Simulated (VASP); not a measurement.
# TiC (Fm-3m) in VASP: density of states with PBE

Aim: the density of states of TiC with PBE.

All numbers are computed with VASP 6.6.1; they aren't measurements. Logs are shortened: lines on timing, memory, paths and dates and some standing lists are left out, and cuts for length are marked.

## 1. Starting point

The structure is cubic, space group Fm-3m (No. 225). The conventional cell has a = 4.334 Å, b = 4.334 Å, c = 4.334 Å, α = 90.00°, β = 90.00°, γ = 90.00°. Ti (site symmetry m-3m) has 6 C at 2.17 Å as nearest neighbours. C (site symmetry m-3m) has 6 Ti at 2.17 Å as nearest neighbours.

## 2. Density of states, PBE

Contents of POSCAR:

```
TiC                                     
1.0
    0.0000000000      2.1671072933      2.1671072933
    2.1671072933      0.0000000000      2.1671072933
    2.1671072933      2.1671072933      0.0000000000
  Ti              C             
     1     1
Direct
     0.0000000000000000    0.0000000000000000    0.0000000000000000
     0.5000000000000000    0.5000000000000000    0.5000000000000000
```

Contents of INCAR.step1:

```
ALGO     = Normal         # electronic algorithm
AMIX     = 0.2          
EDIFF    = 1E-7           # SCF threshold, eV
ENCUT    = 520            # plane-wave cutoff, eV
GGA      = PE             # functional
ISIF     = 2              # what is computed and relaxed
ISMEAR   = 0              # smearing method
LASPH    = T              # aspherical terms in the spheres
LCHARG   = T              # write CHGCAR
LMAXMIX  = 4              # l up to which the mixer works
LREAL    = F              # projectors in reciprocal space
LWAVE    = F              # write WAVECAR
NELM     = 80             # most SCF steps
PREC     = Accurate       # precision mode
SIGMA    = 0.1            # smearing width, eV
```

Contents of KPOINTS.step1:

```
k-points
0
Gamma
  16 16 16
```

Contents of INCAR.step2:

```
ALGO     = Normal         # electronic algorithm
AMIX     = 0.2          
EDIFF    = 1E-7           # SCF threshold, eV
ENCUT    = 520            # plane-wave cutoff, eV
GGA      = PE             # functional
ICHARG   = 11             # starting density
ISIF     = 2              # what is computed and relaxed
ISMEAR   = -5             # smearing method
LASPH    = T              # aspherical terms in the spheres
LCHARG   = F              # write CHGCAR
LMAXMIX  = 4              # l up to which the mixer works
LORBIT   = 10             # projections on sites
LREAL    = F              # projectors in reciprocal space
LWAVE    = F              # write WAVECAR
NEDOS    = 1001           # points of the DOS
NELM     = 80             # most SCF steps
PREC     = Accurate       # precision mode
SIGMA    = 0.1            # smearing width, eV
```

Contents of KPOINTS.step2:

```
k-points
0
Gamma
  24 24 24
```

Potentials or basis: VASP PAW PBE potentials, release 64 (Ti_sv, C).

On the command line:

```console
> cat potpaw_PBE.64/Ti_sv/POTCAR potpaw_PBE.64/C/POTCAR > POTCAR
> cp INCAR.step1 INCAR
> cp KPOINTS.step1 KPOINTS
> mpirun -np 1 vasp_std > vasp.out
> cp INCAR.step2 INCAR
> cp KPOINTS.step2 KPOINTS
> mpirun -np 1 vasp_std > vasp.out
```

OUTCAR:

```text
AMIX = 0.2
   EDIFF = 1E-7
   ENCUT = 520
   GGA = PE
   ICHARG = 11
   ISIF = 2
   ISMEAR = -5
   LASPH = T
   LORBIT = 10
   LREAL = F
   NELM = 80
   PREC = Accurate

 ion  position               nearest neighbor table
   1  0.000  0.000  0.000-   2 2.17   2 2.17   2 2.17   2 2.17   2 2.17   2 2.17
   2  0.500  0.500  0.500-   1 2.17   1 2.17   1 2.17   1 2.17   1 2.17   1 2.17

  LATTYP: Found a face centered cubic cell.
 ALAT       =     4.3342145866

  Lattice vectors:

 A1 = (   0.0000000000,   2.1671072933,   2.1671072933)
 A2 = (   2.1671072933,   0.0000000000,   2.1671072933)
 A3 = (   2.1671072933,   2.1671072933,   0.0000000000)

Analysis of symmetry for initial positions (statically):
=====================================================================
 Subroutine PRICEL returns:
 Original cell was already a primitive cell.

 Routine SETGRP: Setting up the symmetry group for a
 face centered cubic supercell.

 Subroutine GETGRP returns: Found 48 space group operations
 (whereof 48 operations were pure point group operations)
 out of a pool of 48 trial point group operations.

The static configuration has the point symmetry O_h .

Analysis of symmetry for dynamics (positions and initial velocities):
=====================================================================
 Subroutine PRICEL returns:
 Original cell was already a primitive cell.

 Routine SETGRP: Setting up the symmetry group for a
 face centered cubic supercell.

 Subroutine GETGRP returns: Found 48 space group operations
 (whereof 48 operations were pure point group operations)
 out of a pool of 48 trial point group operations.

The dynamic configuration has the point symmetry O_h .

 Subroutine INISYM returns: Found 48 space group operations
 (whereof 48 operations are pure point group operations),
 and found     1 'primitive' translations

----------------------------------------------------------------------------------------

                                     Primitive cell

  volume of cell :      20.3550

  direct lattice vectors                    reciprocal lattice vectors
     0.000000000  2.167107293  2.167107293    -0.230722310  0.230722310  0.230722310
     2.167107293  0.000000000  2.167107293     0.230722310 -0.230722310  0.230722310
     2.167107293  2.167107293  0.000000000     0.230722310  0.230722310 -0.230722310

  length of vectors
     3.064752525  3.064752525  3.064752525     0.399622763  0.399622763  0.399622763

  position of ions in fractional coordinates (direct lattice)
     0.000000000  0.000000000  0.000000000
     0.500000000  0.500000000  0.500000000

  ion indices of the primitive-cell ions
   primitive index   ion index
                 1           1
                 2           2

----------------------------------------------------------------------------------------

 KPOINTS: k-points

Automatic generation of k-mesh.
 Grid dimensions read from file:
 generate k-points for:   24   24   24

 Generating k-lattice:

  Cartesian coordinates                     Fractional coordinates (reciprocal lattice)
    -0.009613430  0.009613430  0.009613430     0.041666667  0.000000000  0.000000000
     0.009613430 -0.009613430  0.009613430     0.000000000  0.041666667  0.000000000
     0.009613430  0.009613430 -0.009613430     0.000000000  0.000000000  0.041666667

  Length of vectors
     0.016650948  0.016650948  0.016650948

  Shift w.r.t. Gamma in fractional coordinates (k-lattice)
     0.000000000  0.000000000  0.000000000

 TETIRR: Found   1864 inequivalent tetrahedra from    82944

 Subroutine IBZKPT returns following result:
 ===========================================

 Found    413 irreducible k-points:

 Following reciprocal coordinates:
            Coordinates               Weight
  0.000000  0.000000  0.000000      1.000000
  0.041667  0.000000  0.000000      8.000000
  0.083333  0.000000  0.000000      8.000000
  0.125000  0.000000  0.000000      8.000000
  0.166667  0.000000  0.000000      8.000000
  0.208333  0.000000  0.000000      8.000000
[... 16 lines left out ...]
  0.416667  0.041667  0.000000     24.000000
  0.458333  0.041667  0.000000     24.000000
 [... further k-points ...]
   k-points           NKPTS =    413   k-points in BZ     NKDIM =    413   number of bands    NBANDS=     12
   number of dos      NEDOS =   1001   number of ions     NIONS =      2
   total plane-waves  NPLWV =  13824
   dimension x,y,z NGX =    24 NGY =   24 NGZ =   24
   dimension x,y,z NGXF=    48 NGYF=   48 NGZF=   48
   ions per type =               1   1
   NGX,Y,Z   is equivalent  to a cutoff of  13.02, 13.02, 13.02 a.u.
   NGXF,Y,Z  is equivalent  to a cutoff of  26.04, 26.04, 26.04 a.u.
 SYSTEM =  unknown system
   PREC   = accura    normal or accurate (medium, high low for compatibility)
   ISTART =      0    job   : 0-new  1-cont  2-samecut
   ICHARG =     11    charge: 1-file 2-atom 10-const
   ISPIN  =      1    spin polarized calculation?
   LNONCOLLINEAR =      F non collinear calculations
   LSORBIT =      F    spin-orbit coupling
   LASPH  =      T    aspherical Exc in radial PAW
   ENCUT  =  520.0 eV  38.22 Ry    6.18 a.u.   5.70  5.70  5.70*2*pi/ulx,y,z
   NELM   =     80;   NELMIN=  2; NELMDL=  0     # of ELM steps
   EDIFF  = 0.1E-06   stopping-criterion for ELM
   LREAL  =      F    real-space projection
   EDIFFG = 0.1E-05   stopping-criterion for IOM
   NSW    =      0    number of steps for IOM
   IBRION =     -1    ionic relax: 0-MD 1-quasi-New 2-CG
   NFREE  =      0    steps in history (QN), initial steepest desc. (CG)
   ISIF   =      2    stress and relaxation
   ISYM   =      2    0-nonsym 1-usesym 2-fastsym
   POTIM  = 0.5000    time-step for ionic-motion
   TEBEG  =    0.0;   TEEND  =   0.0 temperature during run
   PSTRESS=    0.0 pullay stress
   NELECT =      16.0000    total number of electrons
   NUPDOWN=      -1.0000    fix difference up-down
   EMIN   =  10.00;   EMAX   =-10.00  energy-range for DOS
   EFERMI =   0.00;   METHOD = LEGACY
   ISMEAR =    -5;   SIGMA  =   0.10  broadening in eV -4-tet -1-fermi 0-gaus
   EFERMI_NEDOS =   21; number of points for ismear=-14 and -15
   IALGO  =     38    algorithm
   IMIX   =      4    mixing-type and parameters
     AMIX     =   0.20;   BMIX     =  1.00
     AMIX_MAG =   0.80;   BMIX_MAG =  1.00
  volume/ion in A,a.u.               =      10.18        68.68
  Fermi-wavevector in a.u.,A,eV,Ry     =   1.510861  2.855113 31.058018  2.282700
  Thomas-Fermi vector in A             =   2.620994
   LORBIT       =     10    0 simple, 1 ext, 2 COOP (PROOUT), +10 PAW based schemes
   GGA     = PE    functional components
   LHFCALC =     F    Hartree Fock is set to
   AEXX    =    0.0000 exact exchange contribution
   IVDW    =     0    specifies the selected vdW correction
   LEPSILON=     F    determine dielectric tensor
   LRPA    =     F    only Hartree local field effects (RPA)
 non-spin polarized calculation
 Fermi weights with tetrahedron method with Bloechl corrections
  energy-cutoff  :      520.00
  volume of cell :       20.36
 maximum number of plane-waves:       568

 number of electron      16.0000000 magnetization

 Free energy of the ion-electron system (eV)
  ---------------------------------------------------
  ext. energy  EPLUGINS =         0.00000000
  ---------------------------------------------------
  free energy    TOTEN  =       -18.70943973 eV

  energy without entropy =      -18.70943973  energy(sigma->0) =      -18.70943973

 E-fermi :   9.4066     XC(G=0): -12.6879

 val. band max:        9.4291215187   @ k =   0.0833   0.0417   0.0000
 cond. band min:       9.3967214139   @ k =   0.1667   0.1667   0.0000
 fundamental gap:     -0.0324001048
 Fermi energy:         9.4066173593

 k-point     1 :       0.0000    0.0000    0.0000
  band No.  band energies     occupation
      1     -47.2046      2.00000
      2     -23.2298      2.00000
      3     -23.2298      2.00000
      4     -23.2298      2.00000
      5      -2.9977      2.00000
      6      10.0827      0.00000
      7      10.0827      0.00000
      8      10.0827      0.00000
      9      11.0651      0.00000
     10      11.0651      0.00000
     11      11.0651      0.00000
     12      11.0985      0.00000

 k-point     2 :       0.0417    0.0000    0.0000
  band No.  band energies     occupation
      1     -47.2034      2.00000
      2     -23.2385      2.00000
      3     -23.2306      2.00000
      4     -23.2306      2.00000
      5      -2.9584      2.00000
      6       9.8631     -0.02435
      7      10.0214      0.00000
      8      10.0214      0.00000
      9      10.5415      0.00000
     10      10.5415      0.00000
     11      11.1920      0.00000
     12      11.7408      0.00000

 k-point     3 :       0.0833    0.0000    0.0000
  band No.  band energies     occupation
      1     -47.1998      2.00000
      2     -23.2640      2.00000
      3     -23.2330      2.00000
      4     -23.2330      2.00000
      5      -2.8415      2.00000
      6       9.3739      1.34474
      7       9.6401      0.13080
      8       9.6401     -0.03186
      9      10.3978      0.00000
     10      10.3978      0.00000
     11      11.4174      0.00000
     12      12.4354      0.00000
[... 286 lines left out ...]
 k-point    23 :       0.4167    0.0417    0.0000
  band No.  band energies     occupation
      1     -47.1384      2.00000
      2     -23.6765      2.00000
      3     -23.2785      2.00000
      4     -23.2750      2.00000
      5      -0.1033      2.00000
      6       4.2933      2.00000
      7       6.6373      2.00000
      8       6.7534      2.00000
      9      11.9347      0.00000
     10      12.1614      0.00000
     11      13.1391      0.00000
     12      16.8368      0.00000

 k-point    24 :       0.4583    0.0417    0.0000
  band No.  band energies     occupation
      1     -47.1341      2.00000
      2     -23.7048      2.00000
      3     -23.2799      2.00000
      4     -23.2795      2.00000
      5       0.2480      2.00000
      6       3.8534      2.00000
      7       6.5332      2.00000
      8       6.6099      2.00000
      9      12.1291      0.00000
     10      12.2752      0.00000
     11      13.3404      0.00000
     12      17.2198      0.00000

 [... further k-points ...]
[... 5 lines left out ...]
  --------------------------------------------------------------------------------------
  -------------------------------------------------------------------------------------
  Total       -0.0158239     -0.0158239     -0.0158239      0.0000000     -0.0000000      0.0000000
  in kB       -1.2455295     -1.2455295     -1.2455295      0.0000000     -0.0000000      0.0000000
  external PRESSURE =      -1.2455295 kB  Pullay stress =       0.0000000 kB

 VOLUME and BASIS-vectors are now :
 -----------------------------------------------------------------------------
  energy-cutoff  :      520.00
  volume of cell :       20.36
      direct lattice vectors                 reciprocal lattice vectors
     0.000000000  2.167107293  2.167107293    -0.230722310  0.230722310  0.230722310
     2.167107293  0.000000000  2.167107293     0.230722310 -0.230722310  0.230722310
     2.167107293  2.167107293  0.000000000     0.230722310  0.230722310 -0.230722310

 POSITION                                       TOTAL-FORCE (eV/Angst)
 -----------------------------------------------------------------------------------
      0.00000      0.00000      0.00000        -0.000000      0.000000      0.000000
      2.16711      2.16711      2.16711         0.000000     -0.000000      0.000000
 -----------------------------------------------------------------------------------
    total drift:                                0.000000     -0.000000     -0.000000

  FREE ENERGIE OF THE ION-ELECTRON SYSTEM (eV)
  ---------------------------------------------------
  free  energy   TOTEN  =       -18.7094397336 eV

  energy  without entropy=      -18.7094397336  energy(sigma->0) =      -18.70943973

 total charge

# of ion       s       p       d       tot
------------------------------------------
    1        2.198   6.245   1.949  10.393
    2        0.896   1.503   0.000   2.399
--------------------------------------------------
tot          3.094   7.749   1.949  12.792
```

Wall time 1.8 min (1 thread of AMD EPYC 7R13 (Zen 3), shared host); peak memory 0.2 GiB.

What came out:

```
Valence electrons inside the program's atomic spheres : Ti 10.39; C 2.40
```

Levels at points of the mesh, in eV from the Fermi level:
```csv
k point,band 4,band 5,band 6,band 7,band 8,band 9,band 10,band 11,band 12
"(0.00, 0.00, 0.00)",-32.64,-12.40,0.68,0.68,0.68,1.66,1.66,1.66,1.69
"(0.50, 0.00, 0.00)",-32.68,-8.94,-5.84,-2.90,-2.90,2.89,2.89,4.07,8.13
"(0.50, 0.50, 0.00)",-32.80,-10.12,-3.45,-1.63,-0.05,-0.05,2.68,3.49,3.49
```

States per cell in windows of 1 eV (zero at the Fermi level; states under -8 eV left out):
```csv
from (eV),total,Ti1_d,C2_p,Ti1_p,Ti1_s,C2_s,C2_d
-8.0,0.00,0.00,0.00,0.00,0.00,0.00,0.00
-7.0,0.00,0.00,0.00,0.00,0.00,0.00,0.00
-6.0,0.19,0.03,0.04,0.00,0.02,0.00,0.00
-5.0,0.85,0.17,0.19,0.03,0.06,0.01,0.00
-4.0,1.20,0.23,0.30,0.11,0.03,0.01,0.00
-3.0,2.46,0.89,0.62,0.09,0.01,0.01,0.00
-2.0,1.01,0.38,0.26,0.03,0.00,0.00,0.00
-1.0,0.40,0.14,0.11,0.02,0.00,0.00,0.00
0.0,0.46,0.24,0.08,0.01,0.00,0.00,0.00
1.0,0.93,0.65,0.08,0.01,0.00,0.00,0.00
2.0,2.08,1.70,0.11,0.01,0.01,0.01,0.00
3.0,3.04,2.34,0.30,0.02,0.05,0.01,0.00
4.0,0.69,0.44,0.10,0.02,0.01,0.01,0.00
5.0,0.68,0.44,0.09,0.02,0.01,0.03,0.00
6.0,0.28,0.17,0.06,0.01,0.00,0.01,0.00
7.0,0.10,0.05,0.02,0.00,0.00,0.00,0.00
```

Caveat: tetrahedron occupations give inexact forces and stress in metals.
